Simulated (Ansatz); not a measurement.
The system is Ga2O3.

```
Ga O
1.0
     6.10700   -1.51855    0.00000
     6.10700    1.51855    0.00000
    -1.38599    0.00000    5.63001
Ga O
4 6
Direct
  0.34134 0.34134 0.68598
  0.65866 0.65866 0.31402
  0.90950 0.90950 0.20540
  0.09050 0.09050 0.79460
  0.50410 0.50410 0.74340
  0.49590 0.49590 0.25660
  0.82670 0.82670 0.43680
  0.17330 0.17330 0.56320
  0.83550 0.83550 0.89020
  0.16450 0.16450 0.10980
```

Base run:

| Item | Value |
| --- | --- |
| Program | Ansatz 0.2.0 |
| Functional | PBE |
| Potentials or basis | Ansatz PAW |
| Cutoff | 350 eV |
| Density cutoff | 1400 eV |
| k mesh | 9 × 9 × 5 |
| Occupations | fermi-dirac, width 0.05 eV |
| Spin | no spin polarisation |

Its results: band gap on the k mesh 2.43 eV, indirect (least direct gap 2.44 eV); pressure 9.4 GPa; largest force 0.219 eV/Å.

Problem. The run is repeated on the same cell with these changes: functional from PBE to rPW86-PBE; cutoff from 350 eV to 420 eV (not typed: the program's choice for these potentials). What comes out?

Solution. Band gap on the k mesh 2.41 eV, indirect (least direct gap 2.43 eV); pressure 15.1 GPa; largest force 0.320 eV/Å.

Caveats: odd divisions of the mesh miss points on the zone boundary, where band edges often lie, so the gap on the mesh can be too wide (some runs); the pressure holds a Pulay correction of +7.1 GPa for the finite cutoff (some runs); the cutoff lies under the one recommended for these potentials (some runs); so large a pressure means that the cell lies far from this level's equilibrium, or that cutoff or potentials fall short (some runs); the PAW data sets come from PBE, with cores solved anew for the run's functional, which leaves a small shift of forces and pressure (some runs).
